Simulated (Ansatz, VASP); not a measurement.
Two plane-wave programs on ZnS

```
CELL_PARAMETERS angstrom
3.82270 0.00000 0.00000
-1.91135 3.31056 0.00000
0.00000 0.00000 12.52000
ATOMIC_POSITIONS crystal
Zn 0.00000 0.00000 0.00000
Zn 0.00000 0.00000 0.50000
Zn 0.33333 0.66667 0.25000
Zn 0.66667 0.33333 0.75000
S 0.00000 0.00000 0.18750
S 0.00000 0.00000 0.68750
S 0.33333 0.66667 0.43750
S 0.66667 0.33333 0.93750
```

Alike in both runs: task single point; functional PBE; k mesh 6 × 6 × 2; occupations gaussian, width 0.1 eV; no spin polarisation.

```csv
,VASP,Ansatz
version,VASP 6.6.1,Ansatz 0.2.0
potentials or method,"VASP PAW PBE potentials, release 64 (Zn, S)","scalar-relativistic, plane waves, PAW"
plane-wave cutoff (eV),520,420
valence electrons in the cell,72,72
```

Ansatz gave:

```
gap on the k mesh at the Fermi level (eV)       : 2.13
least direct gap on the mesh (eV)               : 2.13
pressure (GPa)                                  : 1.3
largest component of the traceless stress (GPa) : 0.12
rms of the force components (eV/Å)              : 0.015
```

Task: Estimate VASP's values.

Result: gap on the k mesh at the Fermi level (eV): 2.13; least direct gap on the mesh (eV): 2.13; pressure (GPa): 1.5; largest component of the traceless stress (GPa): 0.11; rms of the force components (eV/Å): 0.015.

Atom by atom the forces differ by 0.000 eV/Å (rms over components). With one functional, cell and mesh, what is left measures potentials, basis and numerics.

PBE gaps usually lie below the measured ones, often by a third to a half.
